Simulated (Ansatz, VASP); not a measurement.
## Sc in VASP and in Ansatz

INCAR

```
SYSTEM = Sc
PREC = Accurate
ENCUT = 520
EDIFF = 1E-7
ISMEAR = -1
SIGMA = 0.1
LREAL = .False.
LASPH = .True.
NELM = 60
ALGO = Normal
ISIF = 2
LWAVE = .False.
LCHARG = .False.
GGA = B5
ALDAX = 1.0
AGGAX = 1.0
AGGAC = 1.0
ALDAC = 0.0
NBANDS = 12
```

Contents of KPOINTS:

```
regular mesh
0
Gamma
  12 12 12
  0 0 0
```

POSCAR

```
Sc
1.0
    2.9165214558      0.0000000000      0.0000000000
    0.0000000000      2.9165214558      0.0000000000
    0.0000000000      0.0000000000      2.9165214558
Sc
1
Direct
    0.0000000000      0.0000000000      0.0000000000
```

Input for Ansatz:

```yaml
crystal:
  lattice:
    - [2.9165214558, 0.0, 0.0]
    - [0.0, 2.9165214558, 0.0]
    - [0.0, 0.0, 2.9165214558]
  atoms:
    - { symbol: Sc, position: [0.0, 0.0, 0.0] }
hamiltonian:
  xc: blyp
  pseudopotentials:
    kind: paw
    azcp:
      Sc: "pseudopotentials/Sc.paw.azcp"
basis:
  ecutwfc: 420
  fft_grid_basis: typed
kpoints:
  mp_grid: { grid: [12, 12, 12], shift: [0, 0, 0] }
magnetization:
  spin_polarized: false
scf:
  occupations: { method: fermi_dirac, width: 0.1 }
  lower_state_search: "off"
output:
  stress: true
```

Alike in both runs: task single point; functional BLYP; k mesh 12 × 12 × 12; occupations fermi-dirac, width 0.1 eV; no spin polarisation.

```csv
,VASP,Ansatz
version,VASP 6.6.1,Ansatz 0.2.0
potentials or method,"VASP PAW PBE potentials, release 64 (Sc_sv)","plane waves (420 eV) with PAW, scalar-relativistic"
plane-wave cutoff (eV),520,420
valence electrons in the cell,11,11
```

|  | VASP | Ansatz | Ansatz less VASP |
| --- | --- | --- | --- |
| pressure (GPa) | 3.0 | 3.0 | 0.00 |

Caveats: the PAW data sets were made with another functional, which shifts forces and pressure a little (VASP).
